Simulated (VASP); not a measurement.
**SrO in VASP: one cell, several levels of theory, part 1 of 2**

Aim: gap, levels, forces and stress of SrO built on the rocksalt prototype, under -1.0 % biaxial strain in x and y, free along z at fixed geometry. Runs: PBE, r2SCAN.

Program: VASP 6.6.1. PAW datasets, plane waves. The values are computed, spin-unpolarised, and not measurements.

## Step 1: The structure to begin with

The cell comes from an earlier relaxation with r2SCAN in another program, then strained, with the atoms relaxed again.

The symmetry is I4/mmm (No. 139, tetragonal); conventional cell a = 3.612 Å, c = 5.188 Å, 16.92 Å³ an atom. Near Sr stand 6 O at 2.55–2.59 Å; near O stand 6 Sr at 2.55–2.59 Å.

Structure file:

```xyz
2
Lattice="0.0000 2.5541 2.5939 2.5541 0.0000 2.5939 2.5541 2.5541 0.0000" Properties=species:S:1:pos:R:3 pbc="T T T"
Sr    0.0000    0.0000    0.0000
O     2.5541    2.5541    2.5939
```

## Step 2: Single point with PBE

INCAR

```
ENCUT = 520.000000
SIGMA = 0.020000
EDIFF = 1.00e-07
GGA = PE
PREC = Accurate
IBRION = -1
ISIF = 2
ISMEAR = -1
NBANDS = 15
NELM = 120
NSW = 0
LASPH = .TRUE.
LCHARG = .FALSE.
LWAVE = .FALSE.
LREAL = .FALSE.
```

KPOINTS

```
KPOINTS created by Atomic Simulation Environment
0
Gamma
8 8 8
0 0 0
```

KPOINTS_OPT

```
special points
7
Reciprocal
0.0000000000 0.0000000000 0.0000000000 1
0.5000000000 0.0000000000 0.5000000000 1
0.6250000000 0.2500000000 0.6250000000 1
0.3750000000 0.3750000000 0.7500000000 1
0.5000000000 0.5000000000 0.5000000000 1
0.5000000000 0.2500000000 0.7500000000 1
0.0000000000 0.5000000000 0.5000000000 1
```

POSCAR

```
Sr O
 1.0000000000000000
     0.0000000000000000    2.5540934026000000    2.5938804082000000
     2.5540934026000000    0.0000000000000000    2.5938804082000000
     2.5540934026000000    2.5540934026000000    0.0000000000000000
 Sr  O
   1   1
Cartesian
  0.0000000000000000  0.0000000000000000  0.0000000000000000
  2.5540934026000000  2.5540934026000000  2.5938804082000000
```

Potentials: the recommended PBE PAW datasets, 16 valence electrons in the neutral cell.

Started as:

```
$ mpirun -np 1 vasp_std
```

Standard output, without the iteration lines:

```text
POSCAR found type information on POSCAR SrO
 POSCAR found :  2 types and       2 ions
 LDA part: xc-table for (Slater+PW92), standard interpolation
 POSCAR, INCAR and KPOINTS ok, starting setup
 FFT: planning ... GRIDC
 FFT: planning ... GRID_SOFT
 FFT: planning ... GRID
 WAVECAR not read
 entering main loop
 Start KPOINTS_OPT (optional k-point list driver)
k-point batch [1-7\7]
```

OSZICAR:

```text
N       E                     dE             d eps       ncg     rms          rms(c)
DAV:   1     0.661707543419E+02    0.66171E+02   -0.85323E+03  1770   0.105E+03
DAV:   2    -0.111465055093E+02   -0.77317E+02   -0.71735E+02  2397   0.218E+02
DAV:   3    -0.141849672951E+02   -0.30385E+01   -0.30239E+01  2372   0.388E+01
DAV:   4    -0.142399402643E+02   -0.54973E-01   -0.54968E-01  2185   0.519E+00
DAV:   5    -0.142414036958E+02   -0.14634E-02   -0.14634E-02  2297   0.679E-01    0.166E+01
DAV:   6    -0.121818856570E+02    0.20595E+01   -0.66447E+00  1819   0.195E+01    0.196E+01
DAV:   7    -0.120443425208E+02    0.13754E+00   -0.29251E-01  2078   0.482E+00    0.114E+01
DAV:   8    -0.120335211472E+02    0.10821E-01   -0.11747E-01  2232   0.341E+00    0.450E-01
DAV:   9    -0.120349447423E+02   -0.14236E-02   -0.56950E-03  2245   0.479E-01    0.232E-01
DAV:  10    -0.120354088092E+02   -0.46407E-03   -0.44290E-04  1931   0.196E-01    0.843E-02
DAV:  11    -0.120355502196E+02   -0.14141E-03   -0.13854E-04  1896   0.870E-02    0.270E-02
DAV:  12    -0.120355680947E+02   -0.17875E-04   -0.27483E-05  1847   0.385E-02    0.225E-02
DAV:  13    -0.120355681928E+02   -0.98087E-07   -0.14566E-06  1987   0.106E-02    0.329E-03
DAV:  14    -0.120355679277E+02    0.26506E-06   -0.11920E-07  2301   0.262E-03    0.236E-03
DAV:  15    -0.120355679244E+02    0.33217E-08   -0.83163E-09   990   0.843E-04
   1 F= -.12035568E+02 E0= -.12035568E+02  d E =-.103020E-11
       N       E                     dE             ncg
DAV:   1     0.441732310634E+03   -0.46370E+04      210
DAV:   2    -0.426041899970E+02   -0.48434E+03      273
DAV:   3    -0.611585670675E+02   -0.18554E+02      304
DAV:   4    -0.615502923154E+02   -0.39173E+00      238
DAV:   5    -0.615621529304E+02   -0.11861E-01      238
DAV:   6    -0.615625769054E+02   -0.42398E-03      273
DAV:   7    -0.615625922536E+02   -0.15348E-04      245
DAV:   8    -0.615625928134E+02   -0.55987E-06      214
DAV:   9    -0.615625928316E+02   -0.18155E-07      141
```

The lines after F= are the extra pass for the points of KPOINTS_OPT, at fixed density; their E is not a total energy.

Parts of OUTCAR:

```text
k-points           NKPTS =     59   k-points in BZ     NKDIM =     59   number of bands    NBANDS=     15

   NELECT =      16.0000    total number of electrons

   dimension x,y,z NGX =    28 NGY =   28 NGZ =   28
   dimension x,y,z NGXF=    56 NGYF=   56 NGZF=   56

  energy-cutoff  :      520.00
  volume of cell :       33.84
      direct lattice vectors                 reciprocal lattice vectors
     0.000000000  2.554093403  2.593880408    -0.195764180  0.195764180  0.192761393
     2.554093403  0.000000000  2.593880408     0.195764180 -0.195764180  0.192761393
     2.554093403  2.554093403  0.000000000     0.195764180  0.195764180 -0.192761393

 k-points in reciprocal lattice and weights: KPOINTS created by Atomic Simulation Env
   0.00000000  0.00000000  0.00000000       0.002
   0.12500000  0.00000000  0.00000000       0.016
   0.25000000  0.00000000  0.00000000       0.016
   0.37500000  0.00000000  0.00000000       0.016
   0.50000000  0.00000000  0.00000000       0.008
   0.12500000  0.12500000  0.00000000       0.004
   0.25000000  0.12500000  0.00000000       0.016
   0.37500000  0.12500000  0.00000000       0.016
[... 51 more k-points ...]

 E-fermi :   2.1471

 k-point     1 :       0.0000    0.0000    0.0000
  band No.  band energies     occupation
      1     -30.6889      2.00000
      2     -13.4122      2.00000
      3     -12.3304      2.00000
      4     -12.3185      2.00000
      5     -12.3185      2.00000
      6       1.6480      2.00000
      7       1.7027      2.00000
      8       1.7027      2.00000
      9       5.6922      0.00000
     10       7.8272      0.00000
     11       7.9451      0.00000
     12       7.9451      0.00000
     13       9.9868      0.00000
     14      10.1856      0.00000
     15      14.4196      0.00000

 k-point     2 :       0.1250    0.0000    0.0000
  band No.  band energies     occupation
      1     -30.6686      2.00000
      2     -13.7806      2.00000
      3     -12.3414      2.00000
      4     -12.3289      2.00000
      5     -12.0032      2.00000
      6       1.2294      2.00000
      7       1.4723      2.00000
      8       1.5004      2.00000
      9       6.3900      0.00000
     10       7.7537      0.00000
     11       8.1823      0.00000
     12       8.2470      0.00000
     13      10.3941      0.00000
     14      10.5996      0.00000
     15      15.4189      0.00000

 k-point     3 :       0.2500    0.0000    0.0000
  band No.  band energies     occupation
      1     -30.6191      2.00000
      2     -14.3567      2.00000
      3     -12.3758      2.00000
      4     -12.3534      2.00000
      5     -11.5469      2.00000
      6       0.4031      2.00000
      7       1.0485      2.00000
      8       1.0640      2.00000
      9       7.6858      0.00000
     10       7.9394      0.00000
     11       9.0251      0.00000
     12       9.0680      0.00000
     13      11.4151      0.00000
     14      11.6302      0.00000
     15      17.4127      0.00000

 k-point     4 :       0.3750    0.0000    0.0000
  band No.  band energies     occupation
      1     -30.5688      2.00000
      2     -14.7874      2.00000
      3     -12.4096      2.00000
      4     -12.3775      2.00000
      5     -11.2363      2.00000
      6      -0.2519      2.00000
      7       0.6791      2.00000
      8       0.6821      2.00000
      9       8.0186      0.00000
     10       9.4629      0.00000
     11      10.0521      0.00000
     12      10.0758      0.00000
     13      12.6931      0.00000
     14      12.8934      0.00000
     15      17.2362      0.00000

 k-point     5 :       0.5000    0.0000    0.0000
  band No.  band energies     occupation
      1     -30.5477      2.00000
      2     -14.9444      2.00000
      3     -12.4234      2.00000
      4     -12.3874      2.00000
      5     -11.1288      2.00000
      6      -0.4945      2.00000
      7       0.5362      2.00000
      8       0.5381      2.00000
      9       8.2544      0.00000
     10      10.1741      0.00000
     11      10.5451      0.00000
     12      10.5707      0.00000
     13      13.5562      0.00000
     14      13.7236      0.00000
     15      16.5454      0.00000

 k-point     6 :       0.1250    0.1250    0.0000
  band No.  band energies     occupation
      1     -30.6629      2.00000
      2     -13.7823      2.00000
      3     -12.3715      2.00000
      4     -12.3715      2.00000
      5     -11.9832      2.00000
      6       0.9136      2.00000
      7       1.6395      2.00000
      8       1.6395      2.00000
      9       6.4963      0.00000
     10       7.1780      0.00000
     11       8.5822      0.00000
     12       8.5822      0.00000
     13      10.3898      0.00000
     14      10.7353      0.00000
     15      15.6755      0.00000

 k-point     7 :       0.2500    0.1250    0.0000
  band No.  band energies     occupation
      1     -30.6240      2.00000
      2     -14.1597      2.00000
      3     -12.4189      2.00000
      4     -12.4065      2.00000
      5     -11.7253      2.00000
      6       0.4306      2.00000
      7       1.3197      2.00000
      8       1.4196      2.00000
      9       6.9344      0.00000
     10       7.5334      0.00000
     11       9.2552      0.00000
     12       9.3949      0.00000
     13      10.9897      0.00000
     14      11.5594      0.00000
     15      17.3737      0.00000

 k-point     8 :       0.3750    0.1250    0.0000
  band No.  band energies     occupation
      1     -30.5742      2.00000
      2     -14.5733      2.00000
      3     -12.4643      2.00000
      4     -12.4433      2.00000
      5     -11.4621      2.00000
      6       0.0446      2.00000
      7       0.8335      2.00000
      8       1.0188      2.00000
      9       7.3297      0.00000
     10       8.8018      0.00000
     11      10.1629      0.00000
     12      10.3397      0.00000
     13      12.2264      0.00000
     14      12.5322      0.00000
     15      17.3947      0.00000

[... the tables of k-points 9 to 59 left out ...]

  Total        0.9697175      0.9697175      0.5041315      0.0000000      0.0000000     -0.0000000
  in kB       45.9094766     45.9094766     23.8671718      0.0000000      0.0000000     -0.0000000
  external PRESSURE =      38.5620417 kB  Pullay stress =       0.0000000 kB

 POSITION                                       TOTAL-FORCE (eV/Angst)
 -----------------------------------------------------------------------------------
      0.00000      0.00000      0.00000         0.000000     -0.000000      0.000000
      2.55409      2.55409      2.59388        -0.000000      0.000000     -0.000000
 -----------------------------------------------------------------------------------
    total drift:                                0.000000      0.000000      0.000000

  FREE ENERGIE OF THE ION-ELECTRON SYSTEM (eV)
  ---------------------------------------------------
  free  energy   TOTEN  =       -12.0355679244 eV

  energy  without entropy=      -12.0355679244  energy(sigma->0) =      -12.03556792
```

It took 24 s on 1 MPI rank of Intel Xeon Platinum 8488C, shared host; peak memory 0.18 GiB.

The levels at the points of KPOINTS_OPT are read from vasprun.xml.

Levels at the named points, in eV from the top of band v (v: the last filled band by count, c: the next):

| point | v−1 | v | c | c+1 |
| --- | --- | --- | --- | --- |
| Γ | 0.00 | 0.00 | 3.99 | 6.12 |
| X | -0.15 | -0.08 | 3.23 | 7.82 |
| U | -0.60 | -0.45 | 4.74 | 7.91 |
| K | -0.60 | -0.55 | 4.82 | 7.92 |
| L | -1.17 | -1.16 | 6.55 | 8.47 |
| W | -0.52 | -0.43 | 6.03 | 6.08 |

PBE gives an indirect gap of 3.23 eV, from Γ to X; the least direct gap is 3.31 eV. The pressure is 3.86 GPa; the forces vanish within 0.01 eV/Å.

(Continued in part 2 of 2.)
